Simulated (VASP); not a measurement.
# O₂: convergence, hyperfine tensors

O₂, molecule in box, 2 atoms in the cell. PBE, hyperfine tensors; PAW potentials O (PBE set). VASP 6.6.1.

Wanted: isotropic part with core within 2 %; largest dipolar value within 2 %.

POSCAR:
```
O
1.0
   10.0000000000      0.0000000000      0.0000000000
    0.0000000000      8.0000000000      0.0000000000
    0.0000000000      0.0000000000      8.0000000000
O
2
Direct
    0.4383299148      0.5000000000      0.5000000000
    0.5616700852      0.5000000000      0.5000000000
```

The series start from ENCUT (eV): 600; EDIFF (eV): 1e-7; PREC: Accurate; LREAL: no; ALGO: Normal. Each series keeps the choices made before it, and each single choice may use up half of a tolerance.

## ENCUT (eV)

| ENCUT (eV) | Isotropic part with core, largest deviation against the largest value | Largest dipolar value, largest deviation against the largest value | SCF iterations | Time (s) |
|---|---|---|---|---|
| 400 | 3.3 % | 2 % | 25 | 24 |
| 500 | 0.44 % | 0.21 % | 24 | 32 |
| 600 | 0.37 % | 0.041 % | 24 | 32 |
| 700 | 0.26 % | 0.037 % | 24 | 48 |
| 800 | 0.16 % | 0.014 % | 24 | 58 |
| 1000 (reference) | 0 % | 0 % | 24 | 69 |

## EDIFF (eV)

| EDIFF (eV) | Isotropic part with core, largest deviation against the largest value | Largest dipolar value, largest deviation against the largest value | SCF iterations | Time (s) |
|---|---|---|---|---|
| 0.0001 | 3.3 % | 0.028 % | 15 | 19 |
| 1e-5 | 0.47 % | 0.0033 % | 18 | 23 |
| 1e-6 | 0.043 % | 0 % | 21 | 26 |
| 1e-7 | 0.0086 % | 0 % | 24 | 32 |
| 1e-8 (reference) | 0 % | 0 % | 28 | 32 |

## PREC

| PREC | Isotropic part with core, largest deviation against the largest value | Largest dipolar value, largest deviation against the largest value | SCF iterations | Time (s) |
|---|---|---|---|---|
| Accurate | 0 % | 0 % | 18 | 23 |
| Normal | 0.069 % | 0.0033 % | 18 | 13 |

## LREAL

| LREAL | Isotropic part with core, largest deviation against the largest value | Largest dipolar value, largest deviation against the largest value | SCF iterations | Time (s) |
|---|---|---|---|---|
| no | 0 % | 0 % | 18 | 13 |
| Auto | 0.069 % | 0.0044 % | 18 | 12 |

## ALGO

| ALGO | Isotropic part with core, largest deviation against the largest value | Largest dipolar value, largest deviation against the largest value | SCF iterations | Time (s) |
|---|---|---|---|---|
| Normal | 0 % | 0 % | 18 | 13 |
| Fast | 0.44 % | 0.0011 % | 18 | 18 |
| All | 0.087 % | 0.0011 % | 15 | 14 |

## Question

The rows run from the loosest to the tightest (no order: PREC, LREAL, ALGO). For each series: choose the loosest value from which every tighter one stays within half of the tolerance; where there is no order, keep the first row unless others stay within half of the tolerance and take at least 30 % less time, and then take the fastest.

## Answer

- ENCUT (eV): 500
- EDIFF (eV): 1e-5
- PREC: Normal
- LREAL: no
- ALGO: Normal

## All choices together

| Input | Isotropic part with core, largest deviation against the largest value | Largest dipolar value, largest deviation against the largest value | Time (s) |
|---|---|---|---|
| defaults (naive) | 0.52 % | 2.4 % | 7.8 |
| chosen settings | 0.83 % | 0.21 % | 13 |
| reference settings throughout | 0 % | 0 % | 73 |

The tolerance is met.

Values of the reference run: Isotropic part with core: -11.65, -11.65 MHz, contact term with the core part added; Largest dipolar value: 91.92, 91.92 MHz, largest principal value of the dipolar part.

## The input

INCAR:
```
GGA = PE
PREC = Normal
ENCUT = 500
EDIFF = 1E-5
LREAL = F
LASPH = T
ALGO = Normal
NELM = 120
LWAVE = F
LCHARG = F
ISMEAR = 0
SIGMA = 0.01
ISPIN = 2
MAGMOM = 1 1
LORBIT = 11
NUPDOWN = 2
LHYPERFINE = T
NGYROMAG = -5.7742
```

KPOINTS:
```
k-points
0
Gamma
  1 1 1
```

Commands:
```
cat potpaw_PBE.64/O/POTCAR > POTCAR
mpirun -np 4 vasp_gam > vasp.out
```

The chosen input took VASP 6.6.1 13 s on 4 cores (Intel Xeon 6975P-C (Granite Rapids)), a shared host.

## An input that fails: threshold far too loose

It runs to its end, but against the unchanged starting input it is off by 276 % in the isotropic part with core, 2.2 % in the largest dipolar value.

Changes against the starting input:
```
- EDIFF = 1e-07
+ EDIFF = 0.01
```
